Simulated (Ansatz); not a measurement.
Ti2Co: how the energy converges with the cutoff

Ti2Co, Fd-3m, a = 6.730 Å. The structure is a COD entry; whether it is the stable form wasn't checked. Ansatz: PBEsol, PAW, cutoff varied, Γ-centred 10×10×10 mesh on 6 atoms, Gaussian smearing 0.10 eV; collinear spin, largest moment 0.5 μB. Single points at one geometry, the cutoff alone changed; ΔE is the energy at zero smearing over the run at 850 eV (runs within 0.3 meV/atom of it are left out). The run at 150 eV ended in another magnetic state and is left out. The runs up to 380 eV lie under the cutoff recommended for these PAW datasets.

| cutoff (eV) | ΔE (meV/atom) |
| --- | --- |
| 200 | 11019.04 |
| 250 | 2019.32 |
| 300 | ? |
| 350 | 28.12 |
| 380 | 6.23 |
| 420 | 2.35 |
| 460 | 1.69 |
| 520 | 0.93 |
| 600 | 0.55 |

Assume ΔE falls exponentially with the cutoff, fit y = ln ΔE against x, the cutoff in eV, to the other rows, and predict the missing value.

y = 9.307, 7.611, 3.336, 1.829, 0.854, 0.525, -0.073, -0.598. Means x = 397.5, y = 2.8489; Σ(Δx)² = 123750, ΣΔxΔy = -3229; the slope is their ratio. y = 13.22 − 0.02609 x, a factor of ten per 88 eV. At 300 eV this gives ΔE = 219.86 meV/atom. The run gave 298.69, a ratio of 0.74. Between neighbouring rows the decay runs from a factor of ten per 46 eV to one per 351 eV, so one exponential is only a rough guide. The fast fall gives way to a slow tail, so a fit to low cutoffs promises convergence too early.